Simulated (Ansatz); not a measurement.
# Local environments in Σ3 (112)[1-10] symmetric tilt boundary in MgSe (144 atoms)

The cell holds 144 atoms: 72 Mg and 72 Se. Cell: a = 12.495 Å, b = 10.202 Å, c = 28.855 Å, α = 90.0°, β = 90.0°, γ = 90.0°. It derives from MgSe (zinc-blende). Zinc-blende MgSe (a = 5.89 Å); two grains mirrored in (112), tilt axis [1-10], misorientation 70.53 deg; 3 x 1 boundary periods, 2 lattice periods a grain, two boundaries a cell, upper grain shifted by [0, 0.17] of the boundary cell and opened by 0 Å, no atom removed; not relaxed, displaced by a Gaussian of 0.02 Å. Regions: lower grain, 72 atoms (36 Mg and 36 Se); upper grain, 72 atoms (36 Mg and 36 Se).

Method: Kohn-Sham DFT, PBE, PAW (set soft_2, large core), plane waves (Ansatz 0.2.0; cutoff 420 eV, Γ point, fermi-dirac smearing of 0.025 eV), at the geometry as built.

The whole cell was solved; only parts of it are printed.

A closer look about Se40, which has 3 bonded neighbours where the commonest count for Se is 4: 45 atoms, nearest first, numbered in the order of the input, with positions taken from that point.

```tsv
atom	x	y	z	distance (Å)	bonds	intrinsic-atomic-orbital charge (e)	Fx	Fy	Fz (eV/Å)
Se40	0.00	0.00	0.00	0.00	3	-1.31	0.03	-0.92	1.01
Mg1	-0.01	2.51	0.02	2.51	5	1.42	0.02	-0.54	1.69
Mg7	-2.09	-0.83	1.23	2.56	4	1.39	-0.02	0.31	-0.41
Mg43	2.10	-0.88	1.22	2.58	4	1.39	-0.02	0.40	-0.41
Se112	0.02	1.73	-2.36	2.93	4	-1.33	-0.09	-1.06	-2.73
Se36	-2.09	3.38	-1.17	4.14	5	-1.30	0.09	2.16	0.36
Se68	2.09	3.39	-1.16	4.14	5	-1.30	0.01	1.98	0.44
Se44	2.07	-0.05	3.64	4.19	4	-1.40	-0.24	0.17	0.10
Se42	2.08	-3.43	1.23	4.19	4	-1.40	-0.02	-0.01	-0.25
Se6	-2.10	-3.41	1.25	4.19	4	-1.40	0.24	0.11	-0.29
Se62	-4.19	-0.02	0.03	4.19	3	-1.32	0.10	-0.70	0.92
Mg79	-2.08	0.87	-3.54	4.20	4	1.40	0.06	-0.25	0.13
Se2	-0.01	3.41	2.45	4.20	4	-1.39	0.04	-0.08	-0.10
Se72	4.21	-0.03	0.06	4.21	3	-1.33	-0.27	-0.46	0.70
Mg115	2.10	0.85	-3.56	4.22	4	1.40	-0.06	-0.25	0.26
Se8	-2.11	-0.03	3.67	4.23	4	-1.40	0.08	0.15	0.13
Se114	2.10	-1.70	-3.54	4.45	3	-1.36	0.05	-0.80	0.47
Se78	-2.09	-1.69	-3.59	4.48	3	-1.37	-0.06	-0.67	0.60
Mg3	-4.15	2.53	0.03	4.86	5	1.42	-0.09	-0.74	1.77
Mg5	-2.09	-4.25	-1.14	4.87	2	1.07	-0.03	1.20	0.42
Mg17	4.16	2.53	0.09	4.87	5	1.42	0.06	-0.93	1.05
Mg41	2.07	-4.26	-1.17	4.88	2	1.09	0.02	1.39	0.53
Mg73	-0.01	4.28	-2.35	4.88	4	1.25	-0.02	-0.55	-1.36
Mg45	2.09	2.51	3.64	4.89	4	1.41	-0.12	-0.15	-0.20
Mg9	-2.07	2.53	3.66	4.91	4	1.40	-0.18	-0.07	-0.27
Mg13	-0.03	-0.87	4.84	4.92	4	1.40	0.12	-0.04	-0.05
Mg11	-0.01	-4.27	2.45	4.92	4	1.40	0.02	-0.02	-0.12
Se134	-4.15	1.74	-2.32	5.06	4	-1.33	-0.19	-1.29	-2.89
Se144	4.15	1.73	-2.36	5.08	4	-1.34	0.16	-1.02	-2.28
Mg83	0.01	-2.48	-4.78	5.39	4	1.40	0.05	0.21	0.36
Se18	4.14	3.41	2.44	5.89	4	-1.39	0.15	0.01	0.19
Se4	-4.20	3.39	2.43	5.92	4	-1.38	0.20	0.10	0.15
Se12	0.04	-3.44	4.84	5.94	4	-1.41	-0.32	0.16	0.06
Mg73	-0.01	-5.92	-2.35	6.37	4	1.25	-0.02	-0.55	-1.36
Mg49	4.12	-0.85	4.81	6.39	4	1.41	0.15	-0.15	0.17
Mg41	2.07	5.94	-1.17	6.39	2	1.09	0.02	1.39	0.53
Mg5	-2.09	5.96	-1.14	6.41	2	1.07	-0.03	1.20	0.42
Mg25	-4.16	-4.25	2.41	6.42	4	1.40	-0.20	-0.18	0.15
Mg89	4.18	4.28	-2.34	6.42	4	1.26	-0.06	-0.59	-1.35
Mg11	-0.01	5.94	2.45	6.42	4	1.40	0.02	-0.02	-0.12
Mg21	6.23	-0.87	1.27	6.42	4	1.40	0.14	0.46	-0.33
Mg75	-4.20	4.29	-2.35	6.45	4	1.25	0.24	-0.47	-1.40
Mg27	-4.16	-0.86	4.85	6.45	4	1.40	-0.35	0.12	-0.18
Mg21	-6.26	-0.87	1.27	6.45	4	1.40	0.14	0.46	-0.33
Mg47	4.16	-4.27	2.46	6.45	4	1.40	0.02	0.05	-0.15
```

A closer look about Se134, which bears the longest force: 34 atoms, nearest first, numbered in the order of the input, with positions taken from that point.

```tsv
atom	x	y	z	distance (Å)	bonds	intrinsic-atomic-orbital charge (e)	Fx	Fy	Fz (eV/Å)
Se134	0.00	0.00	0.00	0.00	4	-1.33	-0.19	-1.29	-2.89
Mg3	0.00	0.78	2.35	2.48	5	1.42	-0.09	-0.74	1.77
Mg75	-0.06	2.54	-0.03	2.54	4	1.25	0.24	-0.47	-1.40
Mg79	2.06	-0.87	-1.22	2.55	4	1.40	0.06	-0.25	0.13
Mg93	-2.10	-0.88	-1.23	2.59	4	1.40	0.04	-0.20	0.24
Se36	2.06	1.64	1.15	2.87	5	-1.30	0.09	2.16	0.36
Se58	-2.10	1.64	1.16	2.91	5	-1.30	-0.18	1.84	0.51
Se62	-0.05	-1.77	2.35	2.94	3	-1.32	0.10	-0.70	0.92
Se76	-0.05	3.36	-2.44	4.15	4	-1.37	0.13	0.15	0.17
Se112	4.17	-0.01	-0.04	4.17	4	-1.33	-0.09	-1.06	-2.73
Se80	2.03	-0.03	-3.67	4.19	4	-1.40	0.17	0.04	0.03
Se144	-4.20	-0.01	-0.04	4.20	4	-1.34	0.16	-1.02	-2.28
Se78	2.06	-3.43	-1.27	4.20	3	-1.37	-0.06	-0.67	0.60
Se92	-2.09	-3.45	-1.21	4.21	3	-1.36	-0.18	-0.76	0.49
Se94	-2.14	-0.05	-3.68	4.25	4	-1.40	0.23	0.33	0.18
Mg1	4.14	0.77	2.34	4.82	5	1.42	0.02	-0.54	1.69
Mg19	-2.09	4.20	1.15	4.83	2	1.07	-0.01	1.48	0.60
Mg5	2.05	4.22	1.18	4.84	2	1.07	-0.03	1.20	0.42
Mg7	2.06	-2.57	3.55	4.85	4	1.39	-0.02	0.31	-0.41
Mg73	4.14	2.54	-0.03	4.86	4	1.25	-0.02	-0.55	-1.36
Mg81	2.07	2.51	-3.63	4.87	4	1.40	-0.04	-0.05	-0.04
Mg89	-4.17	2.54	-0.02	4.88	4	1.26	-0.06	-0.59	-1.35
Mg17	-4.19	0.79	2.41	4.90	5	1.42	0.06	-0.93	1.05
Mg21	-2.11	-2.62	3.59	4.92	4	1.40	0.14	0.46	-0.33
Mg97	-0.05	-4.27	-2.45	4.92	4	1.39	0.11	0.25	0.21
Mg95	-2.13	2.54	-3.65	4.93	4	1.40	0.06	-0.39	-0.12
Mg99	-0.04	-0.87	-4.87	4.95	4	1.41	-0.02	-0.11	0.25
Se4	-0.05	1.65	4.75	5.03	4	-1.38	0.20	0.10	0.15
Se40	4.15	-1.74	2.32	5.06	3	-1.31	0.03	-0.92	1.01
Se72	-4.14	-1.77	2.38	5.09	3	-1.33	-0.27	-0.46	0.70
Se90	-4.19	3.36	-2.43	5.89	4	-1.37	-0.18	-0.11	0.09
Se74	4.15	3.41	-2.42	5.89	4	-1.37	-0.04	0.01	0.10
Se98	-0.03	-3.42	-4.86	5.95	4	-1.40	0.11	-0.01	-0.12
Mg25	-0.01	4.21	4.73	6.33	4	1.40	-0.20	-0.18	0.15
```

Local excerpt of 27 atoms (numbers count through the whole input) about Mg5, whose charge lies farthest from its element's mean; x, y, z are measured from there.

```tsv
atom	x	y	z	distance (Å)	bonds	intrinsic-atomic-orbital charge (e)	Fx	Fy	Fz (eV/Å)
Mg5	0.00	0.00	0.00	0.00	2	1.07	-0.03	1.20	0.42
Se6	-0.01	0.84	2.38	2.53	4	-1.40	0.24	0.11	-0.29
Se36	0.01	-2.58	-0.03	2.58	5	-1.30	0.09	2.16	0.36
Mg73	2.09	-1.67	-1.21	2.93	4	1.25	-0.02	-0.55	-1.36
Mg75	-2.11	-1.67	-1.21	2.95	4	1.25	0.24	-0.47	-1.40
Se78	0.00	2.56	-2.45	3.54	3	-1.37	-0.06	-0.67	0.60
Mg25	-2.06	-0.01	3.55	4.11	4	1.40	-0.20	-0.18	0.15
Mg11	2.08	-0.02	3.59	4.15	4	1.40	0.02	-0.02	-0.12
Mg19	-4.15	-0.01	-0.03	4.15	2	1.07	-0.01	1.48	0.60
Mg7	0.00	3.41	2.37	4.16	4	1.39	-0.02	0.31	-0.41
Mg41	4.16	-0.02	-0.03	4.16	2	1.09	0.02	1.39	0.53
Mg3	-2.06	-3.43	1.17	4.17	5	1.42	-0.09	-0.74	1.77
Mg1	2.09	-3.44	1.16	4.19	5	1.42	0.02	-0.54	1.69
Se74	2.10	-0.80	-3.60	4.24	4	-1.37	-0.04	0.01	0.10
Se76	-2.11	-0.86	-3.62	4.28	4	-1.37	0.13	0.15	0.17
Mg97	-2.10	1.72	-3.63	4.53	4	1.39	0.11	0.25	0.21
Mg83	2.10	1.76	-3.64	4.56	4	1.40	0.05	0.21	0.36
Se134	-2.05	-4.22	-1.18	4.84	4	-1.33	-0.19	-1.29	-2.89
Se62	-2.10	4.22	1.17	4.86	3	-1.32	0.10	-0.70	0.92
Se42	4.17	0.82	2.37	4.86	4	-1.40	-0.02	-0.01	-0.25
Se20	-4.16	0.85	2.37	4.86	4	-1.40	-0.05	-0.29	-0.26
Se40	2.09	4.25	1.14	4.87	3	-1.31	0.03	-0.92	1.01
Se2	2.08	-2.55	3.59	4.87	4	-1.39	0.04	-0.08	-0.10
Se4	-2.11	-2.57	3.57	4.87	4	-1.38	0.20	0.10	0.15
Se112	2.11	-4.22	-1.22	4.88	4	-1.33	-0.09	-1.06	-2.73
Se58	-4.15	-2.57	-0.02	4.89	5	-1.30	-0.18	1.84	0.51
Se68	4.18	-2.57	-0.02	4.91	5	-1.30	0.01	1.98	0.44
```

Local excerpt of 34 atoms (numbers count through the whole input) about Se60, picked at random; x, y, z are measured from there.

```tsv
atom	x	y	z	distance (Å)	bonds	intrinsic-atomic-orbital charge (e)	Fx	Fy	Fz (eV/Å)
Se60	0.00	0.00	0.00	0.00	4	-1.24	-0.03	0.50	-1.97
Mg59	0.03	-0.80	-2.35	2.49	4	1.40	-0.38	0.13	-0.18
Mg77	2.07	0.91	1.20	2.56	5	1.40	0.15	-1.16	0.09
Mg91	-2.08	0.91	1.22	2.58	5	1.41	-0.02	-0.93	-0.02
Mg61	0.02	2.60	0.02	2.60	4	1.29	-0.20	-0.16	-1.56
Se108	2.08	-1.67	1.22	2.93	2	-1.11	-0.02	-1.80	0.52
Se130	-2.11	-1.61	1.25	2.94	2	-1.09	0.02	-1.95	0.55
Se132	0.00	1.78	2.39	2.98	5	-1.38	0.03	1.35	1.80
Se30	-0.02	-3.36	-2.35	4.10	4	-1.40	0.03	-0.14	-0.08
Se32	2.07	0.05	-3.55	4.11	4	-1.41	0.06	-0.05	-0.53
Se38	4.13	0.01	-0.01	4.13	4	-1.22	0.25	0.56	-1.93
Se70	-4.15	0.04	-0.02	4.15	4	-1.25	-0.13	0.50	-2.05
Se54	-2.12	0.04	-3.59	4.16	4	-1.41	0.32	-0.02	-0.07
Se34	2.08	3.45	-1.18	4.19	4	-1.36	-0.09	0.33	0.45
Se56	-2.06	3.45	-1.20	4.20	4	-1.36	-0.10	0.37	0.91
Mg57	-2.09	-4.19	-1.19	4.83	3	1.34	0.01	0.35	0.27
Mg35	2.04	-4.23	-1.18	4.84	3	1.33	0.25	0.67	0.20
Mg107	2.10	-2.48	3.60	4.85	4	1.40	-0.04	0.33	-0.22
Mg129	-2.09	-2.50	3.61	4.86	4	1.39	-0.06	0.31	-0.19
Mg37	4.17	-0.78	-2.41	4.88	4	1.40	-0.04	-0.10	0.16
Mg69	-4.18	-0.81	-2.39	4.89	4	1.41	0.10	0.16	0.07
Mg33	2.04	2.59	-3.61	4.89	4	1.39	0.16	-0.04	-0.35
Mg39	4.14	2.61	0.01	4.89	4	1.28	0.19	-0.30	-1.32
Mg131	0.00	0.90	4.81	4.89	4	1.40	0.06	0.07	0.51
Mg55	-2.06	2.60	-3.60	4.90	4	1.40	-0.40	-0.39	-0.30
Mg71	-4.17	2.60	0.07	4.91	4	1.26	0.11	0.07	-1.81
Mg133	0.01	4.33	2.45	4.98	3	1.23	-0.10	0.51	0.74
Se102	0.01	-1.62	4.83	5.10	4	-1.40	-0.06	-0.04	-0.24
Se142	-4.17	1.76	2.45	5.14	5	-1.38	0.11	1.18	1.45
Se110	4.18	1.80	2.42	5.15	5	-1.39	-0.05	1.09	1.29
Se52	-4.15	-3.36	-2.37	5.84	4	-1.40	-0.33	-0.18	0.29
Se16	4.14	-3.37	-2.42	5.86	4	-1.40	-0.02	-0.01	0.48
Se28	-0.05	3.46	-4.80	5.91	4	-1.41	0.41	0.14	0.02
Mg133	0.01	-5.87	2.45	6.36	3	1.23	-0.10	0.51	0.74
```

Neighbours are counted within 2.98 Å (Mg-Se).

Length of the force by element and coordination:

```tsv
element	coordination	atoms	mean length of the force (eV/Å)	spread	least	most
Mg	all	72	0.618	0.493	0.0818	1.92
Mg	2	3	1.45	0.135	1.27	1.60
Mg	3	6	0.802	0.251	0.445	1.18
Mg	4	57	0.471	0.400	0.0818	1.81
Mg	5	6	1.41	0.343	0.927	1.92
Se	all	72	0.777	0.778	0.110	3.17
Se	2	3	1.94	0.0641	1.88	2.03
Se	3	6	1.03	0.180	0.879	1.37
Se	4	57	0.561	0.69	0.110	3.17
Se	5	6	1.99	0.190	1.70	2.26
```

Intrinsic-atomic-orbital charges by element and coordination:

```tsv
element	coordination	atoms	mean charge (e)	spread	least	most
Mg	all	72	1.37	0.0807	1.07	1.42
Mg	2	3	1.08	0.0077	1.07	1.09
Mg	3	6	1.27	0.0664	1.18	1.34
Mg	4	57	1.39	0.0423	1.25	1.41
Mg	5	6	1.41	0.0075	1.40	1.42
Se	all	72	-1.37	0.0698	-1.41	-1.09
Se	2	3	-1.10	0.0097	-1.11	-1.09
Se	3	6	-1.34	0.0225	-1.37	-1.31
Se	4	57	-1.38	0.0401	-1.41	-1.22
Se	5	6	-1.34	0.0402	-1.39	-1.30
```

Only the Γ point is sampled, in a cell whose shortest periodic width is 10 Å, which is coarse for a cell with partly filled levels.

[Long decimals in the printed logs are rounded to 6 places.]

[Logs are printed without paths, hosts, clocks, repeated set-up lines and the standing remarks that a program may print on its own settings, such as how far it seeks lower states.]

[Hosts, paths, dates, database ids (printed as entryN), source tags and the programs' standing remarks are cut or masked in the printed files.]
